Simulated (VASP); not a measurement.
Runs of VASP 6.6.1 on Mg2Sn. The structure is cubic, space group Fm-3m (No. 225). The conventional cell has a = 6.743 Å, b = 6.743 Å, c = 6.743 Å, α = 90.00°, β = 90.00°, γ = 90.00°. Mg (site symmetry -43m) is surrounded by 4 Sn at 2.92 Å. Sn (site symmetry m-3m) has 8 Mg at 2.92 Å as nearest neighbours. 

```tsv
task	level	potentials or basis	cell	k mesh	cutoff (eV)	smearing	by perturbation theory	gap on the mesh (eV)	pressure (GPa)	relaxed volume (Å³/atom)
relaxation of cell and atoms	PBEsol	VASP PAW PBE potentials, release 64 (Mg, Sn_d)	relaxed	10 × 10 × 10	600	methfessel-paxton 0.1 eV	-	none	0.0	25.53
relaxation of cell and atoms	PBE	VASP PAW PBE potentials, release 64 (Mg, Sn_d)	relaxed	10 × 10 × 10	600	methfessel-paxton 0.1 eV	-	none	0.0	26.31
relaxation of cell and atoms	AM05	VASP PAW PBE potentials, release 64 (Mg, Sn_d)	relaxed	10 × 10 × 10	600	methfessel-paxton 0.1 eV	-	none	-0.1	(b)
relaxation of cell and atoms	LDA	VASP PAW LDA potentials, release 64 (Mg, Sn_d)	relaxed	10 × 10 × 10	600	methfessel-paxton 0.1 eV	-	none	0.0	-
relaxation of cell and atoms	r2SCAN	VASP PAW PBE potentials, release 64 (Mg, Sn_d)	relaxed	10 × 10 × 10	600	methfessel-paxton 0.1 eV	-	0.18	0.0	(a)
relaxation of cell and atoms	PBE	VASP PAW PBE potentials, release 64 (Mg, Sn)	relaxed	5 × 5 × 5	300	methfessel-paxton 0.1 eV	-	none	0.0	26.49
```

Alike in all rows: no spin polarisation.

Task: Fill in the values left out.

Result: (a) 25.61; (b) 25.68.

Caveats: this crystal is a semiconductor, whose small gap the functional closes, so the metal is an error of the method (some runs); the PAW data sets were made with another functional, which shifts forces and pressure a little (some runs); the relaxation stopped at its first step, so nothing moved (some runs); spin-orbit coupling is left out, which moves the levels of the heavy elements (some runs).

A k mesh can miss the band edges, and the runs leave out spin-orbit coupling on Sn.

A gap of «none» marks a metal or a gap under the smearing width.

The runs don't all hold the same shells in valence.
